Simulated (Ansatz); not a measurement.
Al2Cu (Khatyrkite) under changes of volume

One of the cells (14.960 Å³/atom); the others are scaled copies at fixed shape and fractional positions:

```xyz
6
Lattice="-3.0335 3.0335 2.4385 3.0335 -3.0335 2.4385 3.0335 3.0335 -2.4385" Properties=species:S:1:pos:R:3 pbc="T T T"
Cu    0.0000    0.0000    1.2192
Cu    0.0000    0.0000    3.6578
Al    0.9592    2.0743    0.0000
Al   -0.9592    2.0743    2.4385
Al    2.0743    0.9592    2.4385
Al    3.9927    0.9592    0.0000
```

```yaml
Program: Ansatz 0.2.0
Functional: LDA
Potentials_or_basis: Ansatz PAW
Cutoff: "420 eV (not typed: the program's choice for these potentials)"
k_mesh: 7 × 7 × 7
Occupations: fermi-dirac, width 0.05 eV
Spin: no spin polarisation
```

```csv
volume (Å³/atom),energy over the lowest point (meV/atom),pressure (GPa),largest force (eV/Å)
14.062,0.00,-0.1,0.069
14.361,?,?,?
14.660,9.10,-4.5,0.091
14.960,19.35,-6.4,0.101
15.259,32.86,-8.0,0.109
15.558,49.24,-9.5,0.116
15.857,68.17,-10.8,0.122
```

Task: What does the run at 14.361 Å³/atom give?

Result: Energy over the lowest point 2.50 meV/atom; pressure -2.5 GPa; largest force 0.081 eV/Å.

Worked out: A Birch-Murnaghan fit of order 3 (a polynomial in V^(-2/3)) to the other rows has its minimum at 14.04 Å³/atom, just outside them, with B0 = V·E''(V) = 117 GPa and B' = 4.5 at fixed shape and positions, which overstates the stiffness. It gives 2.50 meV/atom at 14.361 Å³/atom, against the run's 2.50, and -dE/dV = -2.5 GPa, against -2.5.

Energies are extrapolated to zero smearing.

Caveats: the PAW data sets come from PBE, with cores solved anew for the run's functional, which leaves a small shift of forces and pressure.
